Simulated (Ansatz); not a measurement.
# Dielectric response of BN (10-10) films

How well do thin wurtzite BN (10-10) films screen a perpendicular field?

Calculated with Ansatz 0.2.0; plane-wave DFT, PBEsol, Ansatz PAW, in the first sound run; inputs show where later runs differ.

### 1. The starting structure

The cell holds 12 atoms: 6 B and 6 N. Cell: a = 2.550 Å, b = 4.220 Å, c = 23.153 Å, α = 90.0°, β = 90.0°, γ = 90.0°. It derives from BN (wurtzite BN). Vacuum lies along c.

Structure file:

```xyz
12
Lattice="2.5500 0.0000 0.0000 0.0000 4.2200 0.0000 0.0000 0.0000 23.1529" Properties=species:S:1:pos:R:3
B     0.0000    0.0000    9.0000
N     0.0000    1.5825    9.0000
B     1.2750    2.1100    9.7361
N     1.2750    3.6925    9.7361
B     1.2750    0.0000   11.2084
N     1.2750    1.5825   11.2084
B     0.0000    2.1100   11.9445
N     0.0000    3.6925   11.9445
B     0.0000    0.0000   13.4167
N     0.0000    1.5825   13.4167
B     1.2750    2.1100   14.1529
N     1.2750    3.6925   14.1529
```

### 2. Relaxing the film, 12 atoms, units 3

The structure is relaxed first, because levels and dipoles at a surface follow the positions of the outer atoms.

Contents of input.yaml:

```yaml
crystal:
  lattice:
    - [2.55, 0.0, 0.0]
    - [0.0, 4.22, 0.0]
    - [0.0, 0.0, 23.1528511525]
  atoms:
    - { symbol: B, position: [0.0, 0.0, 0.3887210236] }
    - { symbol: "N", position: [0.0, 0.375, 0.3887210236] }
    - { symbol: B, position: [0.5, 0.5, 0.4205150169] }
    - { symbol: "N", position: [0.5, 0.875, 0.4205150169] }
    - { symbol: B, position: [0.5, 0.0, 0.4841030034] }
    - { symbol: "N", position: [0.5, 0.375, 0.4841030034] }
    - { symbol: B, position: [0.0, 0.5, 0.5158969966] }
    - { symbol: "N", position: [0.0, 0.875, 0.5158969966] }
    - { symbol: B, position: [0.0, 0.0, 0.5794849831] }
    - { symbol: "N", position: [0.0, 0.375, 0.5794849831] }
    - { symbol: B, position: [0.5, 0.5, 0.6112789764] }
    - { symbol: "N", position: [0.5, 0.875, 0.6112789764] }
kpoints:
  mp_grid: { grid: [10, 6, 1] }
hamiltonian:
  xc: pbesol
scf:
  occupations: { method: fixed }
  convergence: { dr2_threshold: 1.0e-09 }
efield:
  axis: 3
  dipole_correction: true
  ramp_position: 0.97
  ramp_width: 0.06
relax:
  f_tol: 0.003
  max_steps: 100
output:
  write_potential: true
  write_density: true
  volumetric_format: npy
```

Started as:

```bash
> ansatz run input.yaml --threads 4 --pin off --max-ram 8192MiB --backend cpu --events-out ev --progress --plain --runs-dir out
```

Numbers of over 12 decimals in the logs are rounded to 6 here.

The log of the run:

```text
Engine: ansatz 0.2.0, x86_64-unknown-linux-gnu
Pseudopotentials: kind: paw
Pseudopotential: B, paw, valence charge 3, recommended cutoff 420 eV (normal), B.paw.azcp
Pseudopotential: N, paw, valence charge 5, recommended cutoff 420 eV (normal), N.paw.azcp
Functional definition: PBEsol
  exchange = pbesol_x
  correlation = pbesol_c
Crystal: 12 atoms, lattice volume = 249.148 Å³
Basis set: ecut = 420 eV, 4867 PW (Γ), exchange–correlation on 36×60×320 points (8 copies of the dense FFT grid, shifted against one another)
Bands: 36, of which v1, the nominal top of the filled ones, is band 24 counted from 1 (23 counted from 0)
Symmetry: 2 space group operations
k-points: 24 of 60 (time reversal used)
Non-local potential: B, projectors of the file, l = 0: 2, l = 1: 2, l = 2: 1
Non-local potential: N, projectors of the file, l = 0: 2, l = 1: 2, l = 2: 1
PAW form: soft (Blöchl's): semilocal exchange-correlation on the pseudo side does not see the compensation charge
PAW frozen core: B, regenerated for the run's functional, and the local potential with it (the file was generated under x = pbe(κ = 0.804, μ = 0.219515), c = pbe(β = 0.066725))
PAW frozen core: N, regenerated for the run's functional, and the local potential with it (the file was generated under x = pbe(κ = 0.804, μ = 0.219515), c = pbe(β = 0.066725))
PAW one-centre angular grid: B, 110 points (default); XC on 64 Gauss nodes
PAW one-centre angular grid: N, 110 points (default); XC on 64 Gauss nodes
Initial density: superposition of atomic densities (neutral atoms: chi_scale 0, normalization atom), corrected by the library's trained network
Initial wavefunctions: pseudopotential atomic-orbital guess
Functional: x = pbesol(κ = 0.804, μ = 0.123457), c = pbesol(β = 0.046)
SCF iter   1: F=—  HF=-3197.181110 eV  |F-HF|=—  |Δ(HF+E_count)|=         —  Δρ=7.03e-3  dr2=1.28e-1  ethr=1.77e-3  p=0.000 e·Å  D=3.53e-14 V/Å  ΔV_dip=-0.00 eV  dr2_dipole=4.29e-8  V_vac-E_F(+/−)=5.49/5.49 eV  ⟨swp⟩=5.0  Hψ=3954  notcnv=0  defer=240
efield: sawtooth ramp at fractional position 0.9700 (set: `efield.ramp_position`, or a place that a band, a saddle search or an elastic batch's reference lends), width 0.0600; the density the first Hamiltonian is built on has a dipole p = 0.000 e·Å; the dipole correction subtracts the counter field D = 3.53e-14 V/Å, which shifts the + side's vacuum level by -0.00 eV against the − side's; the planar-averaged density in the ramp window peaks in size at 9.5e-6 e/Å³
preconditioner: auto → Resta (q_TF=auto, 2.073 Å⁻¹)  ε∞=2.2  [insulator: Δε(μ)=1.646 eV  Ē_g=14.934 eV  n_scr=36 (ndim 8)  ℏωp=16.3 eV  f_vac=0.633  ε∞_Penn≈2.2  vacuum switching on, ρ_ref=1.6e-2 e/Å³]
SCF iter   2: F=—  HF=-3197.151938 eV  |F-HF|=—  |Δ(HF+E_count)|=   2.92e-2  Δρ=2.59e-3  dr2=1.91e-2  ethr=2.67e-4  p=0.000 e·Å  D=5.89e-5 V/Å  ΔV_dip=-0.00 eV  dr2_dipole=8.77e-8  V_vac-E_F(+/−)=5.84/5.85 eV  ⟨swp⟩=2.3  Hψ=1548  notcnv=0  defer=240
density mixer auto → msr1: gapped (density of states about μ 0.06 of a free-electron gas's, 36 screened modes)
SCF iter   3: F=—  HF=-3197.149257 eV  |F-HF|=—  |Δ(HF+E_count)|=   2.68e-3  Δρ=1.17e-3  dr2=2.35e-3  ethr=3.98e-5  p=-0.000 e·Å  D=-7.65e-6 V/Å  ΔV_dip=0.00 eV  dr2_dipole=2.22e-9  V_vac-E_F(+/−)=5.78/5.78 eV  ⟨swp⟩=2.0  Hψ=1246  notcnv=0  defer=240
SCF iter   4: F=—  HF=-3197.149407 eV  |F-HF|=—  |Δ(HF+E_count)|=   1.50e-4  Δρ=5.08e-4  dr2=6.08e-4  ethr=4.90e-6  p=0.000 e·Å  D=7.45e-6 V/Å  ΔV_dip=-0.00 eV  dr2_dipole=1.11e-9  V_vac-E_F(+/−)=5.81/5.81 eV  ⟨swp⟩=2.3  Hψ=1328  notcnv=0  defer=240
SCF iter   5: F=—  HF=-3197.149394 eV  |F-HF|=—  |Δ(HF+E_count)|=   1.32e-5  Δρ=1.17e-4  dr2=3.06e-5  ethr=1.27e-6  p=0.000 e·Å  D=1.65e-6 V/Å  ΔV_dip=-0.00 eV  dr2_dipole=1.77e-11  V_vac-E_F(+/−)=5.82/5.82 eV  ⟨swp⟩=2.4  Hψ=1380  notcnv=0  defer=240
SCF iter   6: F=—  HF=-3197.149403 eV  |F-HF|=—  |Δ(HF+E_count)|=   9.76e-6  Δρ=3.35e-5  dr2=1.88e-6  ethr=6.36e-8  p=-0.000 e·Å  D=-1.74e-8 V/Å  ΔV_dip=0.00 eV  dr2_dipole=1.21e-12  V_vac-E_F(+/−)=5.82/5.82 eV  ⟨swp⟩=2.5  Hψ=1471  notcnv=0  defer=240
SCF iter   7: F=—  HF=-3197.149384 eV  |F-HF|=—  |Δ(HF+E_count)|=   1.98e-5  Δρ=1.20e-5  dr2=3.33e-7  ethr=3.92e-9  p=0.000 e·Å  D=9.12e-7 V/Å  ΔV_dip=-0.00 eV  dr2_dipole=1.93e-11  V_vac-E_F(+/−)=5.82/5.82 eV  ⟨swp⟩=2.1  Hψ=1420  notcnv=0  defer=240
SCF iter   8: F=—  HF=-3197.149384 eV  |F-HF|=—  |Δ(HF+E_count)|=   3.89e-8  Δρ=2.51e-6  dr2=1.45e-8  ethr=6.94e-10  p=-0.000 e·Å  D=-2.56e-7 V/Å  ΔV_dip=0.00 eV  dr2_dipole=1.56e-12  V_vac-E_F(+/−)=5.82/5.82 eV  ⟨swp⟩=2.0  Hψ=1260  notcnv=0  defer=240
SCF iter   9: F=-3197.149384 eV  HF=-3197.149384 eV  |F-HF|=4.94e-10  |Δ(HF+E_count)|=   1.41e-8  Δρ=6.45e-7  dr2=8.72e-10  ethr=2.08e-12  p=0.000 e·Å  D=2.67e-7 V/Å  ΔV_dip=-0.00 eV  dr2_dipole=1.99e-12  V_vac-E_F(+/−)=5.82/5.82 eV  ⟨swp⟩=7.6  Hψ=6174  notcnv=0
SCF 1 converged in 9 iterations: F = -3197.149384 eV  dr2 = 8.72e-10
  greatest PAW one-centre occupation: 0.786 electrons in one spin orbital (limit 2), on the N atom at site 3 (counted from 0), in its partial waves of l = 0
relax step   1: F+E_penalty+E_count = -3197.14938373 eV  Δ(F+E_penalty+E_count) = +0.000e0 eV  max|allowed force component| = 4.373e0 eV/Å  Δτ_max = 0.0000 Å  (9 SCF iters, accepted)
Initial density: handed on by an earlier stage of this run
Initial wavefunctions: those handed on with the density
iter 1 solved again at ethr=4.94e-4 eV; its pass at ethr=3.10e-3 eV (dr2=2.37e-1 eV) is discarded
SCF iter   1: F=—  HF=-3199.146334 eV  |F-HF|=—  |Δ(HF+E_count)|=         —  Δρ=1.22e-2  dr2=2.38e-1  ethr=4.94e-4  p=0.000 e·Å  D=2.67e-7 V/Å  ΔV_dip=-0.00 eV  dr2_dipole=9.64e-12  V_vac-E_F(+/−)=6.35/6.35 eV  ⟨swp⟩=1.0  Hψ=4052  notcnv=0  defer=240
efield: sawtooth ramp at fractional position 0.9700 (set: `efield.ramp_position`, or a place that a band, a saddle search or an elastic batch's reference lends), width 0.0600; the density the first Hamiltonian is built on has a dipole p = 0.000 e·Å; the dipole correction subtracts the counter field D = 2.67e-7 V/Å, which shifts the + side's vacuum level by -0.00 eV against the − side's; the planar-averaged density in the ramp window peaks in size at 9.4e-8 e/Å³
preconditioner: auto → Resta (q_TF=auto, 2.073 Å⁻¹)  ε∞=2.1  [insulator: Δε(μ)=3.343 eV  Ē_g=15.584 eV  n_scr=36 (ndim 8)  ℏωp=16.3 eV  f_vac=0.649  ε∞_Penn≈2.1  vacuum switching on, ρ_ref=1.8e-2 e/Å³]
[...]
relax step   6: F+E_penalty+E_count = -3199.86992483 eV  Δ(F+E_penalty+E_count) = -2.409e-3 eV  max|allowed force component| = 3.543e-2 eV/Å  Δτ_max = 0.0097 Å  (8 SCF iters, accepted)
SCF iter   1: F=—  HF=-3199.870129 eV  |F-HF|=—  |Δ(HF+E_count)|=         —  Δρ=2.13e-4  dr2=2.22e-4  ethr=2.01e-6  p=0.000 e·Å  D=5.82e-8 V/Å  ΔV_dip=-0.00 eV  dr2_dipole=5.94e-13  V_vac-E_F(+/−)=6.19/6.19 eV  ⟨swp⟩=2.1  Hψ=1880  notcnv=0  defer=240
efield: sawtooth ramp at fractional position 0.9700 (set: `efield.ramp_position`, or a place that a band, a saddle search or an elastic batch's reference lends), width 0.0600; the density the first Hamiltonian is built on has a dipole p = 0.000 e·Å; the dipole correction subtracts the counter field D = 5.82e-8 V/Å, which shifts the + side's vacuum level by -0.00 eV against the − side's; the planar-averaged density in the ramp window peaks in size at 6.0e-7 e/Å³
preconditioner: auto → Resta (q_TF=auto, 2.073 Å⁻¹)  ε∞=2.1  [insulator: Δε(μ)=3.590 eV  Ē_g=15.697 eV  n_scr=36 (ndim 8)  ℏωp=16.3 eV  f_vac=0.651  ε∞_Penn≈2.1  vacuum switching on, ρ_ref=1.8e-2 e/Å³]
SCF iter   2: F=—  HF=-3199.870074 eV  |F-HF|=—  |Δ(HF+E_count)|=   5.53e-5  Δρ=7.29e-5  dr2=8.58e-6  ethr=4.63e-7  p=-0.000 e·Å  D=-1.31e-7 V/Å  ΔV_dip=0.00 eV  dr2_dipole=9.08e-13  V_vac-E_F(+/−)=6.18/6.18 eV  ⟨swp⟩=2.3  Hψ=1472  notcnv=0  defer=237  κ⁻¹=1.0e0(r=1)
density mixer auto → broyden: gapped, where msr1 would fit the directions that read negative (density of states about μ 0.00 of a free-electron gas's, 36 screened modes)
SCF iter   3: F=—  HF=-3199.870069 eV  |F-HF|=—  |Δ(HF+E_count)|=   5.00e-6  Δρ=3.60e-5  dr2=1.54e-6  ethr=1.79e-8  p=0.000 e·Å  D=1.21e-7 V/Å  ΔV_dip=-0.00 eV  dr2_dipole=3.58e-13  V_vac-E_F(+/−)=6.19/6.19 eV  ⟨swp⟩=2.7  Hψ=1486  notcnv=0  defer=208  κ⁻¹=2.2e-2(r=2)
SCF iter   4: F=—  HF=-3199.870048 eV  |F-HF|=—  |Δ(HF+E_count)|=   2.08e-5  Δρ=1.35e-5  dr2=2.37e-7  ethr=3.21e-9  p=-0.000 e·Å  D=-8.88e-8 V/Å  ΔV_dip=0.00 eV  dr2_dipole=9.30e-14  V_vac-E_F(+/−)=6.19/6.19 eV  ⟨swp⟩=2.7  Hψ=1220  notcnv=0  defer=194  κ⁻¹=3.0e-3(r=3)
SCF iter   5: F=—  HF=-3199.870048 eV  |F-HF|=—  |Δ(HF+E_count)|=  2.81e-10  Δρ=2.80e-6  dr2=1.07e-8  ethr=4.94e-10  p=-0.000 e·Å  D=-1.66e-8 V/Å  ΔV_dip=0.00 eV  dr2_dipole=2.21e-14  V_vac-E_F(+/−)=6.19/6.19 eV  ⟨swp⟩=3.0  Hψ=1348  notcnv=0  defer=194  κ⁻¹=1.3e-4(r=4)
SCF iter   6: F=—  HF=-3199.870048 eV  |F-HF|=—  |Δ(HF+E_count)|=   2.47e-9  Δρ=8.52e-7  dr2=1.08e-9  ethr=2.08e-12  p=-0.000 e·Å  D=-6.82e-8 V/Å  ΔV_dip=0.00 eV  dr2_dipole=9.95e-14  V_vac-E_F(+/−)=6.19/6.19 eV  ⟨swp⟩=9.8  Hψ=5571  notcnv=0  κ⁻¹=1.3e-5(r=5)
SCF iter   7: F=-3199.870048 eV  HF=-3199.870048 eV  |F-HF|=5.18e-11  |Δ(HF+E_count)|=  4.35e-10  Δρ=2.42e-7  dr2=9.30e-11  ethr=2.08e-12  p=0.000 e·Å  D=4.05e-8 V/Å  ΔV_dip=-0.00 eV  dr2_dipole=4.89e-14  V_vac-E_F(+/−)=6.19/6.19 eV  ⟨swp⟩=8.5  Hψ=4935  notcnv=0
SCF 7 converged in 7 iterations: F = -3199.870048 eV  dr2 = 9.30e-11
  greatest PAW one-centre occupation: 0.794 electrons in one spin orbital (limit 2), on the N atom at site 11 (counted from 0), in its partial waves of l = 0
relax step   7: F+E_penalty+E_count = -3199.87004833 eV  Δ(F+E_penalty+E_count) = -1.235e-4 eV  max|allowed force component| = 2.971e-3 eV/Å  Δτ_max = 0.0018 Å  (7 SCF iters, accepted)
NSCF: frozen V_eff on 24 k-points
the band table was solved once a step of the walk had ended and its energy, with any forces and stress, was formed, with the checks that follow a solve (7390 applications of the Hamiltonian). They found nothing against the state; the energy, forces and stress were not computed again (output.eigenvalues in the input reference)
WARN: The output density's exchange-correlation potential varies sharply where the density is thin. Do not read a vacuum level from v_tot or v_xc, or from such a field of the output density. On a cell that repeats whose density bears no net charge and no dipole along the vacuum's axis use v_es (v_loc + v_h of the components); under efield.dipole_correction with no amplitude use v_es + v_field, which holds any externa [...]
SCF converged after 7 iterations
Stability not checked: this state was not tested for a lower state beside it, because the mixer in use, unlike msr1, does not test its closes by its own steps (another_mixer; see scf.mixing.algorithm and scf.lower_state_search)
Free energy (F): -3199.870048 eV
Harris-Foulkes:  -3199.870048 eV  (|F-HF|=5.18e-11)
Internal energy: -3199.870048 eV  (E = F + TS)
E sigma→0 (E₀):  -3199.870048 eV
Fermi energy:    -1.244946 eV
Dipole field:    D = -0.000000 V/Å  (p = -0.000000 e·Å, saw-weighted, corrected)
Work function:   Φ+ = 6.1865 eV   Φ− = 6.1865 eV
Levels:          The Fermi level and band energies are counted from a zero that moves with the ramp; work functions are not
--- Per-component energies (eV) ---
  E_band       = -432.840362
  E_kinetic    = 1101.251463
  E_local      = -40123.545641  (includes V_loc(G=0)·N_el)
  E_nonlocal   = 343.414797
  E_hartree    = 19535.031202
  E_xc         = -551.922462
  E_vxc        = -688.480769  (∫ρ·V_xc dr)
  E_paw        = -1191.461223  (= ΣΔE_a)
  E_vpaw       = -135.543771  (= ΣTr[D̂ρ^β])
  E_aug_tail   = 0.000584  (compensation charges beyond the density's cutoff)
  E_efield     = 0.000000  (sawtooth field / dipole correction)
  E_vefield    = 0.000000  (∫n·V_field dr)
  E_ewald      = 17687.104373
  E_core_change = 0.256859  (= ΣΔE_core)
  E_smearing   = -0.000000  (= −TS)
  E_closure    = 0.000000  (closes the sum)
  Σ components = -3199.870048   (vs F -3199.870048, Δ=0.00e0)
--- Forces (eV/Å), atoms counted from 1 ---
  atom   1  B     -0.00000000     0.00100433     0.00284748
  atom   2  N     -0.00000000     0.00039619    -0.00166735
  atom   3  B     -0.00000000     0.00160789     0.00068716
  atom   4  N      0.00000000    -0.00016955    -0.00149276
  atom   5  B     -0.00000000    -0.00105559    -0.00297114
  atom   6  N     -0.00000000    -0.00178406    -0.00237942
  atom   7  B     -0.00000000    -0.00105531     0.00297058
  atom   8  N     -0.00000000    -0.00178414     0.00238084
  atom   9  B     -0.00000000     0.00160774    -0.00068744
  atom  10  N      0.00000000    -0.00016911     0.00149298
  atom  11  B     -0.00000000     0.00100407    -0.00284727
  atom  12  N     -0.00000000     0.00039594     0.00166695
  max |Σ_I F_I| component: 1.63e-6 eV/Å
--- Band table (eV; the first three rows and the last of 24) ---
  k-point 0: bands = [... 20 lower, -2.4619, -2.4565, -1.9255, -1.2449, 3.6514, 4.1492, 4.7742, 4.8232, ... 8 higher]
  k-point 1: bands = [... 20 lower, -2.8725, -2.5107, -2.1562, -1.3957, 3.5908, 4.1185, 4.8467, 4.9063, ... 8 higher]
  k-point 2: bands = [... 20 lower, -3.3849, -2.7152, -2.3078, -1.6343, 3.4800, 3.8691, 5.0927, 5.2913, ... 8 higher]
  k-point 23: bands = [... 20 lower, -4.5098, -4.5098, -2.3579, -2.3579, 2.3415, 2.3415, 6.0378, 6.0378, ... 8 higher]
--- Relaxed structure (7 steps of the walk, 7 accepted, 0 SCFs on fresh bases) ---
  F+E_penalty+E_count = -3199.87004833 eV   max|allowed force component| = 2.971e-3 eV/Å
  atoms:
    - { symbol: B, position: [1.027203741135061e-17, 0.028650, 0.398911] }
    - { symbol: N, position: [3.301703040513784e-18, 0.356887, 0.391996] }
    - { symbol: B, position: [0.500000, 0.495253, 0.415510] }
    - { symbol: N, position: [0.500000, 0.867057, 0.415936] }
    - { symbol: B, position: [0.500000, 0.00381594, 0.485940] }
    - { symbol: N, position: [0.500000, 0.373337, 0.485624] }
    - { symbol: B, position: [-1.8520027357562917e-18, 0.503816, 0.514060] }
    - { symbol: N, position: [-1.5327422167221033e-18, 0.873337, 0.514376] }
    - { symbol: B, position: [5.045116959669655e-18, -0.0047465, 0.584490] }
    - { symbol: N, position: [4.6153250767063035e-18, 0.367057, 0.584064] }
    - { symbol: B, position: [0.500000, 0.528650, 0.601089] }
    - { symbol: N, position: [0.500000, 0.856887, 0.608004] }
```

Elapsed: 61 s, on 4 threads of Intel Xeon at 2.50GHz (Skylake/Cascade Lake), shared host; peak memory 0.65 GiB.

Step by step:

```
step  energy less that of the first step (eV)  largest force component (eV/Å)
   1                                   0.0000                          4.3730
   2                                  -1.9710                          2.6551
   3                                  -2.5548                          1.1613
   4                                  -2.7038                          0.2941
   5                                  -2.7181                          0.1561
   6                                  -2.7205                          0.0354
   7                                  -2.7207                          0.0030
```

Forces are held to the 2 operations that the run works with; a distortion that breaks them can't arise in this run.

The atoms that moved most (Å):

```
atom     dx      dy      dz  length
 B11  0.000   0.121  -0.236   0.265
  B1  0.000   0.121   0.236   0.265
  B3  0.000  -0.020  -0.116   0.118
  B9  0.000  -0.020   0.116   0.118
 N10  0.000  -0.034   0.106   0.111
  N4  0.000  -0.034  -0.106   0.111
  N2  0.000  -0.076   0.076   0.108
 N12  0.000  -0.076  -0.076   0.108
```

Final coordinates:

```xyz
12
Lattice="2.5500 0.0000 0.0000 0.0000 4.2200 0.0000 0.0000 0.0000 23.1529" Properties=species:S:1:pos:R:3
B     0.0000    0.1209    9.2359
N     0.0000    1.5061    9.0758
B     1.2750    2.0900    9.6202
N     1.2750    3.6590    9.6301
B     1.2750    0.0161   11.2509
N     1.2750    1.5755   11.2436
B     0.0000    2.1261   11.9019
N     0.0000    3.6855   11.9093
B     0.0000   -0.0200   13.5326
N     0.0000    1.5490   13.5227
B     1.2750    2.2309   13.9169
N     1.2750    3.6161   14.0770
```

This step gave:

| Quantity | Value |
| --- | --- |
| gap on the k-mesh | 3.586 eV |
| dipole along the normal | -3.11e-7 e·Å |
| ionisation energy, upper face | 6.186 eV |
| electron affinity, upper face | 2.600 eV |

Running mean over 2.208 Å of the planar mean; the ramp of the sawtooth is left out. Table of electron's electrostatic potential energy less the highest filled level by z:

z (Å), electron's electrostatic potential energy less the highest filled level (eV) and a bar from the least value:
```
      3.5       6.19 ##############################
      4.0       6.19 ##############################
      4.5       6.19 ##############################
      5.0       6.19 ##############################
      5.5       6.18 ##############################
      6.0       6.18 ##############################
      6.5       6.15 ##############################
      7.0       5.99 ##############################
      7.5       5.19 ############################
      8.0       1.92 ######################
      8.5      -3.62 ###########
      9.0      -7.53 ####
      9.5      -8.82 ##
     10.0      -9.61 
     10.5      -9.41 #
     11.0      -8.95 #
     11.5      -9.14 #
     12.0      -9.00 #
     12.5      -9.19 #
     13.0      -9.70 
     13.5      -9.08 #
     14.0      -8.10 ###
     14.5      -5.15 #########
     15.0       0.32 ###################
     15.5       4.54 ###########################
     16.0       5.87 #############################
     16.5       6.12 ##############################
     17.0       6.17 ##############################
     17.5       6.18 ##############################
     18.0       6.19 ##############################
     18.5       6.19 ##############################
     19.0       6.19 ##############################
     19.5       6.19 ##############################
     20.0       6.19 ##############################
```

The relaxation took 7 steps and lowered the energy by 2.7 eV; the largest force on the free atoms ends at 0.0030 eV/Å.

The gap is 3.59 eV, with the valence edge 6.19 eV and the conduction edge 2.60 eV under the upper vacuum level.

(Continued in part 2 of 6.)

[Logs are printed without paths, hosts, clocks, repeated set-up lines and the standing remarks that a program may print on its own settings, such as how far it seeks lower states.]

[Hosts, paths, dates, database ids (printed as entryN), source tags and the programs' standing remarks are cut or masked in the printed files.]

[Maps of the electrostatic potential energy from Ansatz leave out the sawtooth potential of an applied field or a dipole correction, so their vacuum need not be flat; planar profiles and work functions include it.]
